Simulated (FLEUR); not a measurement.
The system is As.

```xyz
2
Lattice="1.8808 1.0859 3.5141 -1.8808 1.0859 3.5141 0.0000 -2.1718 3.5141" Properties=species:S:1:pos:R:3 pbc="T T T"
As    0.0000    0.0000    2.3825
As    0.0000    0.0000    8.1597
```

* Program: FLEUR MaX-R8.1 (later development tree)
* Task: single point
* Functional: PBEsol
* Potentials or basis: all-electron
* Basis: FLAPW
* Kmax: 4.6 1/bohr
* k mesh: 9 × 9 × 9
* Occupations: fermi-dirac, width 0.05 eV
* Spin: no spin polarisation
* Gmax: 14.3 1/bohr
* Muffin-tin radii: As 2.13 bohr
* lmax: As 9
* lnonsphr: As 9
* Local orbitals a species: As 6
* Max iterations: 60
* Mixing factor: 0.05
* Mixer: Anderson
* Mixer history: 15

On this cell: largest force 0.371 eV/Å; band gap on the k mesh none (metal or under the smearing width).

The same run follows on a disturbed copy (atoms moved at random, drawn with an rms of 0.05 Å):

```xyz
2
Lattice="1.8808 1.0859 3.5141 -1.8808 1.0859 3.5141 0.0000 -2.1718 3.5141" Properties=species:S:1:pos:R:3 pbc="T T T"
As   -0.0243   -0.0316    2.3523
As    0.0000    0.0160    8.1497
```

Question: What does the disturbed cell give?

Answer: The energy (extrapolated to zero smearing) moves by +8.8 meV/atom; largest force 0.655 eV/Å; band gap on the k mesh none (metal or under the smearing width).

Forces on the atoms (eV/Å):
```
As   0.125  0.280  0.579
As  -0.125 -0.280 -0.579
```
